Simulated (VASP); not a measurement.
# Ag in VASP: work function with PBE

Aim: the work function of Ag with PBE.

All numbers are computed with VASP 6.6.1; they aren't measurements. Logs are shortened: lines on timing, memory, paths and dates and some standing lists are left out, and cuts for length are marked.

### Step 1. The structure

The cell holds a slab with vacuum, 4 atoms: a = 2.923 Å, b = 2.923 Å, c = 30.949 Å, α = 90.00°, β = 90.00°, γ = 120.00°.

The cell was built by a generator and needn't be a form met in nature.

### Step 2. Work function, PBE

INCAR

```
ALGO = Normal
DIPOL = 0.5 0.5 0.500
EDIFF = 1E-6
ENCUT = 520
GGA = PE
IDIPOL = 3
ISIF = 2
ISMEAR = 1
KPAR = 2
LASPH = True
LCHARG = True
LDIPOL = True
LREAL = False
LVACPOTAV = True
LVHAR = True
LWAVE = False
NELM = 100
PREC = Accurate
SIGMA = 0.1
```

KPOINTS

```
k-points
0
Gamma
  13 13 1
```

POSCAR

```
Ag
1.0
    1.4613884900      2.5311991400      0.0000000000
   -2.9227769700      0.0000000000      0.0000000000
    0.0000000000      0.0000000000     30.9490871400
Ag
4
Direct
    0.0000000000      0.0000000000      0.3854181800
    0.6666670000      0.3333330000      0.4618060600
    0.3333330000      0.6666670000      0.5381939400
    1.0000000000      0.0000000000      0.6145818200
```

Potentials or basis: VASP PAW PBE potentials, release 64 (Ag).

On the command line:

```console
cat potpaw_PBE.64/Ag/POTCAR > POTCAR
mpirun -np 2 vasp_std > vasp.out
```

OUTCAR:

```text
EDIFF = 1E-6
   ENCUT = 520
   GGA = PE
   ISIF = 2
   ISMEAR = 1
   LASPH = True
   LREAL = False
   NELM = 100
   PREC = Accurate

 ion  position               nearest neighbor table
   1  0.000  0.000  0.385-   2 2.90   2 2.90   2 2.90
   2  0.667  0.333  0.462-   3 2.90   1 2.90   3 2.90   1 2.90   1 2.90   3 2.90
   3  0.333  0.667  0.538-   2 2.90   4 2.90   2 2.90   4 2.90   4 2.90   2 2.90
   4  0.000  0.000  0.615-   3 2.90   3 2.90   3 2.90

  LATTYP: Found a hexagonal cell.
 ALAT       =     2.9227770023
 C/A-ratio  =    10.5889320724

  Lattice vectors:

 A1 = (   1.4613884900,   2.5311991400,   0.0000000000)
 A2 = (  -2.9227769700,   0.0000000000,   0.0000000000)
 A3 = (   0.0000000000,   0.0000000000,  30.9490871400)

Analysis of symmetry for initial positions (statically):
=====================================================================
 Subroutine PRICEL returns:
 Original cell was already a primitive cell.

 Routine SETGRP: Setting up the symmetry group for a
 hexagonal supercell.

 Subroutine GETGRP returns: Found 12 space group operations
 (whereof 12 operations were pure point group operations)
 out of a pool of 24 trial point group operations.

The static configuration has the point symmetry D_3d.

Analysis of symmetry for dynamics (positions and initial velocities):
=====================================================================
 Subroutine PRICEL returns:
 Original cell was already a primitive cell.

 Routine SETGRP: Setting up the symmetry group for a
 hexagonal supercell.

 Subroutine GETGRP returns: Found 12 space group operations
 (whereof 12 operations were pure point group operations)
 out of a pool of 24 trial point group operations.

The dynamic configuration has the point symmetry D_3d.

 Subroutine INISYM returns: Found 12 space group operations
 (whereof 12 operations are pure point group operations),
 and found     1 'primitive' translations

----------------------------------------------------------------------------------------

                                     Primitive cell

  volume of cell :     228.9654

  direct lattice vectors                    reciprocal lattice vectors
     1.461388490  2.531199140  0.000000000     0.000000000  0.395069666  0.000000000
    -2.922776970  0.000000000  0.000000000    -0.342140372  0.197534834  0.000000000
     0.000000000  0.000000000 30.949087140     0.000000000  0.000000000  0.032311131

  length of vectors
[... 87 lines left out ...]
   NFREE  =      0    steps in history (QN), initial steepest desc. (CG)
   ISIF   =      2    stress and relaxation
   ISYM   =      2    0-nonsym 1-usesym 2-fastsym
   POTIM  = 0.5000    time-step for ionic-motion
   TEBEG  =    0.0;   TEEND  =   0.0 temperature during run
   PSTRESS=    0.0 pullay stress
   NELECT =      44.0000    total number of electrons
   NUPDOWN=      -1.0000    fix difference up-down
   EMIN   =  10.00;   EMAX   =-10.00  energy-range for DOS
   EFERMI =   0.00;   METHOD = LEGACY
   ISMEAR =     1;   SIGMA  =   0.10  broadening in eV -4-tet -1-fermi 0-gaus
   EFERMI_NEDOS =   21; number of points for ismear=-14 and -15
   IALGO  =     38    algorithm
   IMIX   =      4    mixing-type and parameters
     AMIX     =   0.40;   BMIX     =  1.00
     AMIX_MAG =   1.60;   BMIX_MAG =  1.00
  volume/ion in A,a.u.               =      57.24       386.28
  Fermi-wavevector in a.u.,A,eV,Ry     =   0.944719  1.785259 12.143106  0.892493
  Thomas-Fermi vector in A             =   2.072550
   LORBIT       =      0    0 simple, 1 ext, 2 COOP (PROOUT), +10 PAW based schemes
   GGA     = PE    functional components
   LHFCALC =     F    Hartree Fock is set to
   AEXX    =    0.0000 exact exchange contribution
   IVDW    =     0    specifies the selected vdW correction
   LEPSILON=     F    determine dielectric tensor
   LRPA    =     F    only Hartree local field effects (RPA)
 non-spin polarized calculation
 Methfessel and Paxton  Order N= 1 SIGMA  =   0.10
  energy-cutoff  :      520.00
  volume of cell :      228.97
 maximum number of plane-waves:      6283
 NGX is ok and might be reduce to    24
   NGX = 11   NGY = 11   NGZ =115

 dipolmoment           0.000000      0.000000     -0.000000 electrons x Angstroem

 number of electron      44.0000010 magnetization

 dipolmoment           0.000000      0.000000      0.000000 electrons x Angstroem

 Free energy of the ion-electron system (eV)
  ---------------------------------------------------
  ext. energy  EPLUGINS =         0.00000000
  ---------------------------------------------------
  free energy    TOTEN  =       -10.18174590 eV

  energy without entropy =      -10.18147535  energy(sigma->0) =      -10.18165572

 E-fermi :  -0.6950     XC(G=0):  -4.2408

 val. band max:       -0.7386284011   @ k =   0.1538   0.0000   0.0000
 cond. band min:      -0.6152020965   @ k =   0.3077   0.0769   0.0000
 fundamental gap:      0.1234263046
 Fermi energy:        -0.6949748219

 k-point     1 :       0.0000    0.0000    0.0000
  band No.  band energies     occupation
      1      -7.8783      2.00000
      2      -6.9912      2.00000
      3      -6.6829      2.00000
      4      -6.5161      2.00000
      5      -5.3615      2.00000
      6      -5.3615      2.00000
[... 598 lines left out ...]
     25       3.7528      0.00000
     26       4.4503      0.00000

------------------------ aborting loop because EDIFF is reached ----------------------------------------

  FORCE on cell =-STRESS in cart. coord.  units (eV):
  Direction    XX          YY          ZZ          XY          YZ          ZX
  --------------------------------------------------------------------------------------
  -------------------------------------------------------------------------------------
  Total       -0.4520382     -0.4520382      0.4480479     -0.0000000      0.0000000      0.0000000
  in kB       -3.1631217     -3.1631217      3.1351998     -0.0000000      0.0000000      0.0000000
  external PRESSURE =      -1.0636812 kB  Pullay stress =       0.0000000 kB

 VOLUME and BASIS-vectors are now :
 -----------------------------------------------------------------------------
  energy-cutoff  :      520.00
  volume of cell :      228.97
      direct lattice vectors                 reciprocal lattice vectors
     1.461388490  2.531199140  0.000000000     0.000000000  0.395069666  0.000000000
    -2.922776970  0.000000000  0.000000000    -0.342140372  0.197534834  0.000000000
     0.000000000  0.000000000 30.949087140     0.000000000  0.000000000  0.032311131

 POSITION                                       TOTAL-FORCE (eV/Angst)
 -----------------------------------------------------------------------------------
      0.00000      0.00000     11.92834         0.000000      0.000000     -0.051723
      0.00000      1.68747     14.29248         0.000000      0.000000     -0.050011
     -1.46139      0.84373     16.65661        -0.000000     -0.000000      0.050011
      0.00000      0.00000     19.02075         0.000000      0.000000      0.051723
 -----------------------------------------------------------------------------------
    total drift:                               -0.000000      0.000000      0.000000

  FREE ENERGIE OF THE ION-ELECTRON SYSTEM (eV)
  ---------------------------------------------------
  free  energy   TOTEN  =       -10.1817459029 eV

  energy  without entropy=      -10.1814753535  energy(sigma->0) =      -10.18165572

 vacuum level on the upper side and lower side of the slab         3.869         3.869
```

It took 2.4 min on 2 MPI ranks of Intel Xeon Platinum 8259CL at 2.50GHz (Skylake/Cascade Lake), shared host; peak memory 0.4 GiB.

What came out:

```yaml
Free_energy: -10.1817 eV
Largest_force: 0.052 eV/Å
Band_gap_on_the_k_mesh: none (metal or under the smearing width)
Work_function_of_the_upper_face: 4.56 eV
Work_function_of_the_lower_face: 4.56 eV
```

Forces in eV/Å, atoms in the order of the input:
```
Ag   0.000  0.000 -0.052
Ag   0.000  0.000 -0.050
Ag   0.000  0.000  0.050
Ag   0.000  0.000  0.052
```
